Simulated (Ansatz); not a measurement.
Here is an Ansatz 0.2.0 calculation.

Contents of input.yaml:

```yaml
crystal:
  lattice:
    - [0.0, 1.9609, 1.9609]
    - [1.9609, 0.0, 1.9609]
    - [1.9609, 1.9609, 0.0]
  atoms:
    - { symbol: Pt, position: [0.0, 0.0, 0.0] }
kpoints:
  mp_grid: { grid: [12, 12, 12] }
scf:
  occupations: { method: fermi_dirac, width: 0.05 }
hamiltonian:
  xc: pbesol
  pseudopotentials: { kind: all_electron, lapw: { basis_error: 0.001 } }
output:
  forces: true
  stress: true
relax:
  f_tol: 0.02
  max_steps: 60
  cell: { p_target: 10 }
```

Potentials or basis: all-electron LAPW, scalar-relativistic.

The run is started by

```bash
$ ansatz run input.yaml --threads 1 --pin off --max-ram 3072MiB --backend cpu --events-out ev --progress --plain --runs-dir out
```

(1) What does it give for the space group after relaxing (to 0.05 Å)?

(2) Estimate the relaxed volume.

(3) Predict the relaxed cell.

Results:

(1) Fm-3m (No. 225).

(2) 14.57 Å³/atom.

(3) a = 2.742 Å, b = 2.742 Å, c = 2.742 Å, α = 60.00°, β = 60.00°, γ = 60.00°.
